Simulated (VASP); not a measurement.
The system is SnO2 (Cassiterite).

```
Sn O
1.0
     4.73800    0.00000    0.00000
     0.00000    4.73800    0.00000
     0.00000    0.00000    3.18650
Sn O
2 4
Direct
  0.50000 0.50000 0.50000
  0.00000 0.00000 0.00000
  0.80710 0.19290 0.50000
  0.69290 0.69290 0.00000
  0.19290 0.80710 0.50000
  0.30710 0.30710 0.00000
```

* Program: VASP 6.6.1
* Task: relaxation of cell and atoms
* Functional: PBE
* Potentials or basis: VASP PAW PBE potentials, release 64 (Sn_d_GW, O_GW)
* Cutoff: 630 eV
* k mesh: 6 × 6 × 8
* Occupations: fermi-dirac, width 0.05 eV
* Spin: no spin polarisation

At the start: pressure 10.6 GPa; volume 11.92 Å³/atom.

**Question.** How do energy, volume and symmetry change on relaxing?

**Answer.** Over 5 steps the energy falls by 20.2 meV/atom and the volume is 12.54 Å³/atom (+5.2 %); space group P4_2/mnm (No. 136, to 0.05 Å).

The path:
| step | energy change (eV) | largest force (eV/Å) | pressure (GPa) | volume (Å³) |
| --- | --- | --- | --- | --- |
| 1 | 0.0000 | 0.2759 | 10.61 | 71.53 |
| 2 | 0.0526 | 0.3403 | -9.87 | 80.02 |
| 3 | -0.1196 | 0.0566 | -0.02 | 75.19 |
| 4 | -0.1196 | 0.0500 | 0.22 | 75.12 |
| 5 | -0.1210 | 0.0019 | 0.05 | 75.25 |

Final structure:
```
Sn O
1.0
     4.81792    0.00000    0.00000
     0.00000    4.81792    0.00000
     0.00000    0.00000    3.24170
Sn O
2 4
Direct
  0.50000 0.50000 0.50000
  0.00000 0.00000 0.00000
  0.80653 0.19347 0.50000
  0.69347 0.69347 0.00000
  0.19347 0.80653 0.50000
  0.30653 0.30653 0.00000
```
